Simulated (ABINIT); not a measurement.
AgBr:

```
Ag Br
1.0
     0.00000    2.87015    2.87015
     2.87015    0.00000    2.87015
     2.87015    2.87015    0.00000
Ag Br
1 1
Direct
  0.00000 0.00000 0.00000
  0.50000 0.50000 0.50000
```

```yaml
Program: ABINIT 10.8.3 (patched build)
Task: single point
Functional: PBE
Potentials_or_basis: JTH PAW PBE v2.0
Cutoff: 463 eV
k_mesh: 8 × 8 × 8
Occupations: fermi-dirac, width 0.05 eV
Spin: no spin polarisation
```

On this cell: pressure 2.3 GPa; largest force zero by symmetry; band gap on the k mesh 0.67 eV, indirect (least direct gap 2.60 eV).

The same run follows on a disturbed copy (atoms moved at random, drawn with an rms of 0.05 Å):

```
Ag Br
1.0
     0.00000    2.87015    2.87015
     2.87015    0.00000    2.87015
     2.87015    2.87015    0.00000
Ag Br
1 1
Direct
  0.00565 0.99636 0.00428
  0.51022 0.48856 0.50500
```

Problem. What does the disturbed cell give?

Solution. The energy moves by +0.2 meV/atom; pressure 2.4 GPa; largest force 0.035 eV/Å; band gap on the k mesh 0.67 eV, indirect (least direct gap 2.59 eV).

Forces on the atoms (eV/Å):
```
Ag  -0.026  0.020 -0.012
Br   0.026 -0.020  0.012
```

A k mesh can miss the band edges.
